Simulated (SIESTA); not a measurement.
HfO2:

```
Hf O
1.0
     0.00000    2.55750    2.55750
     2.55750    0.00000    2.55750
     2.55750    2.55750    0.00000
Hf O
1 2
Direct
  0.00000 0.00000 0.00000
  0.75000 0.75000 0.75000
  0.25000 0.25000 0.25000
```

Measurements of this composition are mostly on another form, of space group No. 14.

- Program: SIESTA 5.4.2
- Task: single point
- Functional: PBE
- Potentials or basis: PseudoDojo 0.4 standard (PBE files)
- Basis: DZP (energy shift 0.003 Ry; two zetas on semicore shells)
- Grid cutoff: 800 Ry
- Energy shift: 0.003 Ry
- k mesh: 9 × 9 × 9
- Occupations: fermi-dirac, width 0.05 eV
- Spin: no spin polarisation

On this cell: pressure 0.2 GPa; largest force zero by symmetry; band gap on the k mesh 3.70 eV, indirect (least direct gap 3.83 eV).

The same run follows on a disturbed copy (atoms moved at random, drawn with an rms of 0.05 Å):

```
CELL_PARAMETERS angstrom
0.00000 2.55750 2.55750
2.55750 0.00000 2.55750
2.55750 2.55750 0.00000
ATOMIC_POSITIONS crystal
Hf 0.00903 0.00078 0.98476
O 0.74644 0.74874 0.75724
O 0.25109 0.24009 0.25004
```

**Question.** What does the disturbed cell give?

**Answer.** The energy moves by +5.5 meV/atom; pressure 0.7 GPa; largest force 0.454 eV/Å; band gap on the k mesh 3.71 eV, indirect (least direct gap 3.82 eV).

Forces in eV/Å, atoms in the order of the input:
```
Hf   0.172  0.091 -0.208
O   -0.447 -0.079 -0.011
O    0.277 -0.007  0.217
```

Stress tensor (GPa, compression positive):
```
0.77 0.49 0.00
0.49 0.59 1.28
0.00 1.28 0.64
```

Caveats: short orbitals over semicore shells can move pressures by several GPa; spin-orbit coupling is left out, which moves the levels of the heavy elements; an odd mesh through Γ misses points on the zone boundary, where band edges often lie; the basis of atomic orbitals isn't converged, which shifts pressures, moduli and gaps.
